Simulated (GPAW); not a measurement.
# In K ELNES/XANES of InP (F-43m) from DFT, part 2 of 3

How does the In K edge of InP (F-43m) move when the bonds are compressed or stretched?

GPAW 26.7.0; X-ray absorption from dipole matrix elements to empty bands, plane-wave PAW PBE.

So far. Step 2 (Ground state of the crystal): The mesh shows a gap of 0.71 eV, so the hole is first treated in a charged cell, without the excited electron.

The database entry behind the starting cell differs from later determinations by our own check (0.1 to 0.3 % short, probably kX units), so it need not match the best structure at ambient conditions.

## 4. Spectrum with FCH, In atom 1

The holes are 5.9 Å apart. In GPAW the data set carries the hole's charge, so charge=0 means a charged cell and charge=-1 a neutral one. The excited electron is left out and a uniform background balances the charge. After the field has converged, empty bands are computed with the density fixed and the dipole matrix elements are summed.

The absorber has 4 P at 2.54 Å (tetrahedral, site symmetry -43m).

Contents of xas.py:

```python
import numpy as np
from ase import Atoms
from ase.parallel import parprint, paropen
from gpaw import GPAW, PW, FermiDirac, Mixer, MixerDif, setup_paths
from gpaw.test import gen
setup_paths.insert(0, '.')
gen('In', name='fch1s', xcname='PBE', corehole=(1, 0, 1), write_xml=True)
from gpaw.mpi import world
world.barrier()

atoms = Atoms('In4P4',
    cell=[[0, -5.861, 0],
     [-5.861, 0, 0],
     [0, 0, -5.861]],
    scaled_positions=[[0, 0, 0],
     [0.5, 0, 0.5],
     [0, 0.5, 0.5],
     [0.5, 0.5, 0],
     [0.25, 0.25, 0.25],
     [0.75, 0.25, 0.75],
     [0.25, 0.75, 0.75],
     [0.75, 0.75, 0.25]],
    pbc=True)
atoms.calc = calc = GPAW(legacy_gpaw=True, mode=PW(430, force_complex_dtype=True), xc='PBE', setups={0: 'fch1s'},
    kpts={'size': (3, 3, 3), 'gamma': True}, occupations=FermiDirac(0.02),
    charge=0, mixer=Mixer(0.1, 5, 50), maxiter=150,
    convergence={'density': 0.0001, 'eigenstates': 1e-6}, txt='scf.txt')
energy = atoms.get_potential_energy() + calc.get_reference_energy()
ef = calc.get_fermi_level()
out = dict(energy=energy, fermi=ef, forces=atoms.get_forces().tolist())
parprint(f'all-electron energy {energy:.4f} eV, Fermi level {ef:.4f} eV')
ev = np.array([[calc.get_eigenvalues(k, s) for k in range(len(calc.get_ibz_k_points()))] for s in range(calc.get_number_of_spins())])
out['homo'], out['lumo'], out['counts'] = ev[ev < ef].max(), ev[ev > ef].min(), sorted(set((ev < ef).sum((0, 2)).tolist()))
out['filled'] = (ev[:, 0] < ef).sum(1).tolist()

from ase.units import Ha
from gpaw.xas import dipole_matrix_elements
nb = int(calc.get_number_of_electrons() / 2) + 123
top, nb = nb, nb + 8 + nb // 12
nscf = calc.fixed_density(kpts={'size': (4, 4, 4), 'gamma': True}, nbands=nb,
    convergence={'bands': top, 'eigenstates': 5e-3}, maxiter=60, txt='nscf.txt')
cell = atoms.cell.array
ops = [cell.T @ U.T @ np.linalg.inv(cell.T) for U in nscf.wfs.kd.symmetry.op_scc]
filled = [36]  # bands filled in the ground state, by spin
E = np.arange(-6, 34, 0.1)
fwhm = np.interp(E, [4, 25], [7.91, 7.91])
Y, X, zero, highest = 0, 0, 1e9, 1e9
for spin in range(nscf.get_number_of_spins()):
    wfs = nscf.wfs
    mine = wfs.bd.get_slice()  # this rank's bands
    A = dipole_matrix_elements(wfs.setups[0])
    eps = np.zeros((wfs.kd.nibzkpts, nb))
    d = np.zeros((3, A.shape[1], wfs.kd.nibzkpts, nb), complex)
    for kpt in wfs.kpt_u:
        if kpt.s == spin and 0 in kpt.P_ani:
            eps[kpt.k, mine] = kpt.eps_n * Ha
            d[:, :, kpt.k, mine] = (kpt.weight * wfs.nspins / 2) ** 0.5 * np.inner(A, kpt.P_ani[0])
    world.sum(eps)
    world.sum(d)
    T = np.einsum('amkn,bmkn->abkn', d, d.conj()).real
    T = sum(np.einsum('ai,ijkn,bj->abkn', R, T, R) for R in ops) / len(ops)
    empty = np.ones_like(eps, bool) & (np.arange(nb) >= filled[spin])
    zero, highest = min(zero, eps[empty].min()), min(highest, eps[:, top - 1].min())
    lines = [(eps, T, empty)] if spin == 0 else lines + [(eps, T, empty)]
for eps, T, empty in lines:
    f = np.einsum('aakn->akn', T).reshape(3, -1)
    x = eps.ravel() - zero
    w = np.interp(x, E, fwhm) / 2.35482
    g = np.exp(-0.5 * ((E[:, None] - x) / w) ** 2) / (w * (2 * np.pi) ** 0.5)
    Y = Y + (f * empty.ravel()) @ g.T
    X = X + (f * ~empty.ravel()) @ g.T
out.update(E=E.round(2).tolist(), xas=Y.tolist(), xes=X.tolist(), zero=zero, valid=highest - zero, nk=len(eps), nb=nb)
for i in range(0, len(E), 10):
    parprint(f'{E[i]:7.2f}', *(f'{v:10.3e}' for v in Y[:, i]))
import json
with paropen('out.json', 'w') as f:
    json.dump(out, f)
```

Command:

```
OMP_NUM_THREADS=1 mpirun -n 4 gpaw python xas.py
```

Numbers of over 12 decimals in the logs are rounded to 6 here.

What it wrote:

```text
Input parameters:
  convergence: {density: 0.0001,
                eigenstates: 1e-06}
  kpts: {gamma: True,
         size: (3, 3, 3)}
  maxiter: 150
  mixer: {backend: pulay,
          beta: 0.1,
          method: separate,
          nmaxold: 5,
          weight: 50}
  mode: {ecut: 430.0,
         force_complex_dtype: True,
         name: pw}
  occupations: {fixmagmom: False,
                name: fermi-dirac,
                width: 0.02}
  setups: {0: fch1s}
  xc: PBE

Initialize ...

[... PAW data sets ...]

Reference energy: -649077.790323  # eV

Spin-paired calculation

[... convergence settings ...]
Symmetries present (total): 24
  [... symmetry matrices ...]

27 k-points: 3 x 3 x 3 Monkhorst-Pack grid
4 k-points in the irreducible part of the Brillouin zone
       k-points in crystal coordinates                weights
   0:     0.00000000    0.00000000    0.00000000          1/27
   1:     0.33333333    0.00000000    0.00000000          6/27
   2:     0.33333333    0.33333333    0.00000000         12/27
   3:     0.33333333    0.33333333    0.33333333          8/27

Wave functions: Plane wave expansion
  Cutoff energy: 430.000 eV
  Number of coefficients (min, max): 4059, 4092
  Pulay-stress correction: 0.000000 eV/Ang^3 (de/decut=0.000000)
  Using FFTW library
  Wavefunction extrapolation:
    Improved wavefunction reuse through dual PAW basis

Occupation numbers: Fermi-Dirac:
  width: 0.0200  # eV

Eigensolver
   Davidson(niter=2)

Densities:
  Coarse grid: 30*30*30 grid
  Fine grid: 60*60*60 grid
  Total Charge: 1.000000

Density mixing:
  Method: separate
  Backend: pulay
  Linear mixing parameter: 0.1
  old densities: 5
  Width of damping distribution: 1.1
  Damping of long wavelength oscillations: 50

[... Hamiltonian set-up ...]
Number of atoms: 8
Number of atomic orbitals: 52
Number of bands in calculation: 48
Number of valence electrons: 72
Bands to converge: occupied

... initialized

Initializing position-dependent things.

Density initialized from atomic densities
Creating initial wave functions:
  48 bands from LCAO basis set

                     In
            In
                P
             In
       P
                   In
         P
               P

Atomic positions and initial magnetic moments

Positions:
   0 In     0.000000    0.000000    0.000000    ( 0.0000,  0.0000,  0.0000)
   1 In     0.000000   -2.930500   -2.930500    ( 0.0000,  0.0000,  0.0000)
   2 In    -2.930500    0.000000   -2.930500    ( 0.0000,  0.0000,  0.0000)
   3 In    -2.930500   -2.930500    0.000000    ( 0.0000,  0.0000,  0.0000)
   4 P     -1.465250   -1.465250   -1.465250    ( 0.0000,  0.0000,  0.0000)
   5 P     -1.465250   -4.395750   -4.395750    ( 0.0000,  0.0000,  0.0000)
   6 P     -4.395750   -1.465250   -4.395750    ( 0.0000,  0.0000,  0.0000)
   7 P     -4.395750   -4.395750   -1.465250    ( 0.0000,  0.0000,  0.0000)

Unit cell:
           periodic     x           y           z      points  spacing
  1. axis:    yes    0.000000   -5.861000    0.000000    30     0.1954
  2. axis:    yes   -5.861000    0.000000    0.000000    30     0.1954
  3. axis:    yes    0.000000    0.000000   -5.861000    30     0.1954

  Lengths:   5.861000   5.861000   5.861000
  Angles:   90.000000  90.000000  90.000000

Effective grid spacing dv^(1/3) = 0.1954

iter:   1   -50.445563
iter:   2   -49.167107   -1.73  -1.06
iter:   3   -47.651465   -1.26  -1.14
iter:   4   -47.589356   -3.03  -1.46
iter:   5   -47.616939   -2.51  -1.53
iter:   6   -47.598824c  -2.78  -2.06
iter:   7   -47.577643   -3.16  -2.17
iter:   8   -47.576698c  -4.68  -2.87
iter:   9   -47.576748c  -5.18  -2.95
iter:  10   -47.576846c  -4.95  -3.13
iter:  11   -47.576792c  -6.30c -3.24
iter:  12   -47.576745c  -5.39  -3.30
iter:  13   -47.576727c  -6.08c -3.64
iter:  14   -47.576720c  -6.77c -3.85
iter:  15   -47.576721c  -6.99c -4.49c

Converged after 15 iterations.

Dipole moment: (0.000000, 0.000000, 0.000000) |e|*Ang

Energy contributions relative to reference atoms: (reference = -649077.790323)

Kinetic:        +62.090096
Potential:      -72.377240
External:        +0.000000
XC:             -38.333148
Entropy (-ST):   -0.000000
Local:           +1.043571
SIC:             +0.000000
--------------------------
Free energy:    -47.576721
Extrapolated:   -47.576721

Showing only first 2 kpts
 Kpt  Band  Eigenvalues  Occupancy
  0    34      4.86325    1.99999
  0    35      4.86325    1.99999
  0    36      5.35315    0.00002
  0    37      6.64011    0.00000

  1    34      4.06319    2.00000
  1    35      4.06319    2.00000
  1    36      6.79103    0.00000
[...]
Fermi level: 5.11919

Gap: 0.490 eV
Transition (v -> c):
  (s=0, k=0, n=35, [0.00, 0.00, 0.00]) -> (s=0, k=0, n=36, [0.00, 0.00, 0.00])
No difference between direct/indirect transitions

Forces in eV/Ang:
  0 In    0.00000    0.00000    0.00000
  1 In    0.00000   -0.00000    0.00000
  2 In    0.00000    0.00000    0.00000
  3 In    0.00000   -0.00000    0.00000
  4 P     0.06139    0.06139    0.06139
  5 P     0.06139   -0.06139   -0.06139
  6 P    -0.06139    0.06139   -0.06139
  7 P    -0.06139   -0.06139    0.06139
Scalar-relativistic atomic PBE calculation for In (Indium, Z=49)
Core hole in 1s state (1s occupation: 1.0)
750 radial gridpoints.
|------------------------------------------------|
|------------------------------------------------|
[... the atom generator's iteration count ...]

Energy contributions:
-------------------------
Kinetic:    +5016.943227
XC:          -143.160187
Potential:  -9722.484116
-------------------------
Total:      -4848.701076

state      eigenvalue         ekin         rmax
-----------------------------------------------
1s^1.0 : -1042.711090  1310.641500        0.019
2s^2.0 :  -159.075336   277.305494        0.107
2p^6.0 :  -144.529290   265.491877        0.085
3s^2.0 :   -30.957575    79.228578        0.310
3p^6.0 :   -25.935886    74.091825        0.301
3d^10.0:   -17.739175    67.696929        0.251
4s^2.0 :    -5.138687    21.133805        0.751
4p^6.0 :    -3.585885    18.062179        0.789
4d^10.0:    -1.250875    12.045756        0.886
5s^2.0 :    -0.647715     2.926751        1.999
5p^1.0 :    -0.377940     1.810334        2.427
-----------------------------------------------
(units: Bohr and Hartree)

Generating PAW setup
Kinetic energy of the core from tauc = 5009.825871314003
Cutoffs:
rc(s)=2.240
rc(p)=2.350
rc(d)=2.170
rc(vbar)=2.230
rc(comp)=2.150
rc(nct)=2.350

Kinetic energy of the core states: 4888.821836
Charge: 1.0
Core electrons: 35.0
Valence electrons: 13.0
Pseudo-core charge: 0.393475
Shape function alpha=2.163
Pseudo-electron charge 6.065338
state    eigenvalue         norm
--------------------------------
5s(2) :    -0.647715     1.147673
*s    :     0.352285
5p(1) :    -0.377940     1.027223
*p    :     0.622060
4d(10):    -1.250875     0.234929
*d    :    -0.250875
--------------------------------

Diagonalizing with gridspacing h=0.050

state   all-electron     PAW
-------------------------------
5s:      -0.647715    -0.648762
5p:      -0.377940    -0.379505
4d:      -1.250875    -1.251741
*f:                   -0.027430
-------------------------------
all-electron energy -649125.3670 eV, Fermi level 5.1192 eV
[...]
31.00  1.416e-08  1.416e-08  1.416e-08
  32.00  1.341e-08  1.341e-08  1.341e-08
  33.00  1.268e-08  1.268e-08  1.268e-08
```

Run time: 36 s. Hardware: 4 MPI ranks of Intel Xeon Platinum 8488C (Sapphire Rapids), shared host; peak memory 0.28 GiB.

The In K spectrum, In atom 1, full core hole (charged cell) (energy from the lowest empty level; intensity scaled to a mean of 1 over the first 20 eV):

| E (eV) | intensity |
| --- | --- |
| -2.0 | 0.24 |
| -1.5 | 0.30 |
| -1.0 | 0.36 |
| -0.5 | 0.44 |
| 0.0 | 0.51 |
| 0.5 | 0.60 |
| 1.0 | 0.68 |
| 1.5 | 0.77 |
| 2.0 | 0.85 |
| 2.5 | 0.92 |
| 3.0 | 0.99 |
| 3.5 | 1.05 |
| 4.0 | 1.09 |
| 4.5 | 1.13 |
| 5.0 | 1.15 |
| 5.5 | 1.17 |
| 6.0 | 1.17 |
| 6.5 | 1.17 |
| 7.0 | 1.17 |
| 7.5 | 1.16 |
| 8.0 | 1.14 |
| 8.5 | 1.13 |
| 9.0 | 1.12 |
| 9.5 | 1.11 |
| 10.0 | 1.10 |
| 10.5 | 1.09 |
| 11.0 | 1.08 |
| 11.5 | 1.07 |
| 12.0 | 1.06 |
| 12.5 | 1.05 |
| 13.0 | 1.03 |
| 13.5 | 1.02 |
| 14.0 | 1.01 |
| 14.5 | 0.99 |
| 15.0 | 0.97 |
| 15.5 | 0.96 |
| 16.0 | 0.94 |
| 16.5 | 0.93 |
| 17.0 | 0.91 |
| 17.5 | 0.90 |
| 18.0 | 0.89 |
| 18.5 | 0.88 |
| 19.0 | 0.88 |
| 19.5 | 0.88 |
| 20.0 | 0.88 |
| 20.5 | 0.89 |
| 21.0 | 0.90 |
| 21.5 | 0.91 |
| 22.0 | 0.92 |
| 22.5 | 0.93 |
| 23.0 | 0.95 |
| 23.5 | 0.96 |
| 24.0 | 0.96 |
| 24.5 | 0.97 |
| 25.0 | 0.97 |
| 25.5 | 0.97 |
| 26.0 | 0.96 |
| 26.5 | 0.95 |
| 27.0 | 0.94 |
| 27.5 | 0.92 |
| 28.0 | 0.90 |
| 28.5 | 0.88 |
| 29.0 | 0.86 |
| 29.5 | 0.83 |
| 30.0 | 0.81 |
| 30.5 | 0.79 |
| 31.0 | 0.77 |
| 31.5 | 0.75 |

Main maxima below 28 eV (height): 6.2 eV (1.17) and 25.0 eV (0.97). A K edge sees empty p states on the absorber.

The energy difference (zero at 28027 eV) isn't read as a photon energy: for so heavy an absorber the terms left out (the hole's spin, the functional's error) amount to tens of eV or more.

## 5. Supercell without a hole, the energy reference

The cell changes for the next run, so it gets a reference energy of its own.

The cell differs from the one that the last finished run ended in (a 5.861 → 5.741 Å, b 5.861 → 5.741 Å, c 5.861 → 5.741 Å).

Contents of scf.py:

```python
import numpy as np
from ase import Atoms
from ase.parallel import parprint, paropen
from gpaw import GPAW, PW, FermiDirac, Mixer, MixerDif, setup_paths
from gpaw.test import gen
setup_paths.insert(0, '.')
gen('In', name='nch1s', xcname='PBE', corehole=(1, 0, 0), write_xml=True)
from gpaw.mpi import world
world.barrier()

atoms = Atoms('In4P4',
    cell=[[0, -5.74135418, 0],
     [-5.74135418, 0, 0],
     [0, 0, -5.74135418]],
    scaled_positions=[[0, 0, 0],
     [0.5, 0, 0.5],
     [0, 0.5, 0.5],
     [0.5, 0.5, 0],
     [0.25, 0.25, 0.25],
     [0.75, 0.25, 0.75],
     [0.25, 0.75, 0.75],
     [0.75, 0.75, 0.25]],
    pbc=True)
atoms.calc = calc = GPAW(legacy_gpaw=True, mode=PW(430, force_complex_dtype=True), xc='PBE', setups={0: 'nch1s'},
    kpts={'size': (3, 3, 3), 'gamma': True}, occupations=FermiDirac(0.02),
    charge=0, mixer=Mixer(0.1, 5, 50), maxiter=150,
    convergence={'density': 0.0001, 'eigenstates': 1e-6}, txt='scf.txt')
energy = atoms.get_potential_energy() + calc.get_reference_energy()
ef = calc.get_fermi_level()
out = dict(energy=energy, fermi=ef, forces=atoms.get_forces().tolist())
parprint(f'all-electron energy {energy:.4f} eV, Fermi level {ef:.4f} eV')
ev = np.array([[calc.get_eigenvalues(k, s) for k in range(len(calc.get_ibz_k_points()))] for s in range(calc.get_number_of_spins())])
out['homo'], out['lumo'], out['counts'] = ev[ev < ef].max(), ev[ev > ef].min(), sorted(set((ev < ef).sum((0, 2)).tolist()))
out['filled'] = (ev[:, 0] < ef).sum(1).tolist()
import json
with paropen('out.json', 'w') as f:
    json.dump(out, f)
```

Command:

```
OMP_NUM_THREADS=1 mpirun -n 4 gpaw python scf.py
```

What it wrote:

```text
Input parameters:
  convergence: {density: 0.0001,
                eigenstates: 1e-06}
  kpts: {gamma: True,
         size: (3, 3, 3)}
  maxiter: 150
  mixer: {backend: pulay,
          beta: 0.1,
          method: separate,
          nmaxold: 5,
          weight: 50}
  mode: {ecut: 430.0,
         force_complex_dtype: True,
         name: pw}
  occupations: {fixmagmom: False,
                name: fermi-dirac,
[...]
*s    :     0.698527
5p(1) :    -0.092631     1.007688
*p    :     0.907369
4d(10):    -0.684593     0.305013
*d    :     0.315407
--------------------------------

Diagonalizing with gridspacing h=0.050

state   all-electron     PAW
-------------------------------
5s:      -0.301473    -0.302180
5p:      -0.092631    -0.093322
4d:      -0.684593    -0.685550
*f:                    0.061360
-------------------------------
all-electron energy -677146.9740 eV, Fermi level 6.0751 eV
[key lines of the parts left out:]
Converged after 11 iterations.
Dipole moment: (0.000000, 0.000000, 0.000000) |e|*Ang
Free energy:    -33.639329
Fermi level: 6.07509
```

Wall time 9.4 s (4 MPI ranks); peak memory 0.22 GiB.

Reference energy: -677146.974 eV with the cores included.

## 6. Spectrum with FCH, In atom 1

Shorter bonds are expected to push antibonding states and scattering resonances up, and longer ones down; the cell is scaled to test that.

Changed against the first core-hole run: volume scale from 1 to 0.94.

Edit xas.py of step 4 so:

```diff
@@ -11,5 +11,5 @@
 atoms = Atoms('In4P4',
-    cell=[[0, -5.861, 0],
-     [-5.861, 0, 0],
-     [0, 0, -5.861]],
+    cell=[[0, -5.74135418, 0],
+     [-5.74135418, 0, 0],
+     [0, 0, -5.74135418]],
     scaled_positions=[[0, 0, 0],
@@ -37,3 +37,3 @@
 from gpaw.xas import dipole_matrix_elements
-nb = int(calc.get_number_of_electrons() / 2) + 123
+nb = int(calc.get_number_of_electrons() / 2) + 115
 top, nb = nb, nb + 8 + nb // 12
```

Command:

```
OMP_NUM_THREADS=1 mpirun -n 4 gpaw python xas.py
```

What it wrote:

```text
Input parameters:
  convergence: {density: 0.0001,
                eigenstates: 1e-06}
  kpts: {gamma: True,
         size: (3, 3, 3)}
  maxiter: 150
  mixer: {backend: pulay,
          beta: 0.1,
          method: separate,
          nmaxold: 5,
          weight: 50}
  mode: {ecut: 430.0,
         force_complex_dtype: True,
         name: pw}
  occupations: {fixmagmom: False,
                name: fermi-dirac,
[...]
*d    :    -0.250875
--------------------------------

Diagonalizing with gridspacing h=0.050

state   all-electron     PAW
-------------------------------
5s:      -0.647715    -0.648762
5p:      -0.377940    -0.379505
4d:      -1.250875    -1.251741
*f:                   -0.027430
-------------------------------
all-electron energy -649125.6015 eV, Fermi level 5.9684 eV
[...]
32.00  1.387e-08  1.387e-08  1.387e-08
  33.00  1.295e-08  1.295e-08  1.295e-08
[key lines of the parts left out:]
Converged after 16 iterations.
Dipole moment: (0.000000, 0.000000, 0.000000) |e|*Ang
Free energy:    -47.811128
Fermi level: 5.96838
```

Wall time 31 s (4 MPI ranks); peak memory 0.27 GiB.

| E (eV) | first run | this run |
| --- | --- | --- |
| -2.0 | 0.24 | 0.26 |
| -1.0 | 0.36 | 0.39 |
| 0.0 | 0.51 | 0.54 |
| 1.0 | 0.68 | 0.70 |
| 2.0 | 0.85 | 0.85 |
| 3.0 | 0.99 | 0.98 |
| 4.0 | 1.09 | 1.07 |
| 5.0 | 1.15 | 1.12 |
| 6.0 | 1.17 | 1.14 |
| 7.0 | 1.17 | 1.13 |
| 8.0 | 1.14 | 1.12 |
| 9.0 | 1.12 | 1.10 |
| 10.0 | 1.10 | 1.09 |
| 11.0 | 1.08 | 1.08 |
| 12.0 | 1.06 | 1.07 |
| 13.0 | 1.03 | 1.05 |
| 14.0 | 1.01 | 1.03 |
| 15.0 | 0.97 | 1.00 |
| 16.0 | 0.94 | 0.97 |
| 17.0 | 0.91 | 0.93 |
| 18.0 | 0.89 | 0.91 |
| 19.0 | 0.88 | 0.89 |
| 20.0 | 0.88 | 0.89 |
| 21.0 | 0.90 | 0.90 |
| 22.0 | 0.92 | 0.92 |
| 23.0 | 0.95 | 0.94 |
| 24.0 | 0.96 | 0.97 |
| 25.0 | 0.97 | 0.99 |
| 26.0 | 0.96 | 0.99 |
| 27.0 | 0.94 | 0.98 |
| 28.0 | 0.90 | 0.94 |
| 29.0 | 0.86 | 0.90 |
| 30.0 | 0.81 | 0.85 |

Against the first run the r.m.s. difference is 2 %. The highest intensity below 24 eV stays at 6.2 eV.

The photon energy of the zero moves by +0.36 eV.

## 7. Supercell without a hole, the energy reference

The cell changes for the next run, so it gets a reference energy of its own.

The cell differs from the one that the last finished run ended in (a 5.741 → 5.802 Å, b 5.741 → 5.802 Å, c 5.741 → 5.802 Å).

Edit scf.py of step 5 so:

```diff
@@ -11,5 +11,5 @@
 atoms = Atoms('In4P4',
-    cell=[[0, -5.74135418, 0],
-     [-5.74135418, 0, 0],
-     [0, 0, -5.74135418]],
+    cell=[[0, -5.80179393, 0],
+     [-5.80179393, 0, 0],
+     [0, 0, -5.80179393]],
     scaled_positions=[[0, 0, 0],
```

Command:

```
OMP_NUM_THREADS=1 mpirun -n 4 gpaw python scf.py
```

What it wrote:

```text
Input parameters:
  convergence: {density: 0.0001,
                eigenstates: 1e-06}
  kpts: {gamma: True,
         size: (3, 3, 3)}
  maxiter: 150
  mixer: {backend: pulay,
          beta: 0.1,
          method: separate,
          nmaxold: 5,
          weight: 50}
  mode: {ecut: 430.0,
         force_complex_dtype: True,
         name: pw}
  occupations: {fixmagmom: False,
                name: fermi-dirac,
[...]
*s    :     0.698527
5p(1) :    -0.092631     1.007688
*p    :     0.907369
4d(10):    -0.684593     0.305013
*d    :     0.315407
--------------------------------

Diagonalizing with gridspacing h=0.050

state   all-electron     PAW
-------------------------------
5s:      -0.301473    -0.302180
5p:      -0.092631    -0.093322
4d:      -0.684593    -0.685550
*f:                    0.061360
-------------------------------
all-electron energy -677147.2398 eV, Fermi level 5.7017 eV
[key lines of the parts left out:]
Converged after 11 iterations.
Dipole moment: (-0.000000, -0.000000, -0.000000) |e|*Ang
Free energy:    -33.905110
Fermi level: 5.70174
```

Wall time 8.2 s (4 MPI ranks); peak memory 0.22 GiB.

Reference energy: -677147.240 eV with the cores included.

[end of part 2 of 3]

[Banner, clock and machine lines of the logs are left out without a mark of their own.]

[Logs are printed without paths, hosts, clocks, repeated set-up lines and the standing remarks that a program may print on its own settings, such as how far it seeks lower states.]

[Hosts, paths, dates, database ids (printed as entryN), source tags and the programs' standing remarks are cut or masked in the printed files.]

[Lists of maxima count a maximum above −3 eV only where it reaches 4 % of the highest in the window and stands out from its surroundings by 2 % of it (1.5 % where it reaches 55 %); shoulders and weaker maxima are passed over, and of the rest the first, up to two pre-edge ones and the few strongest are named.]
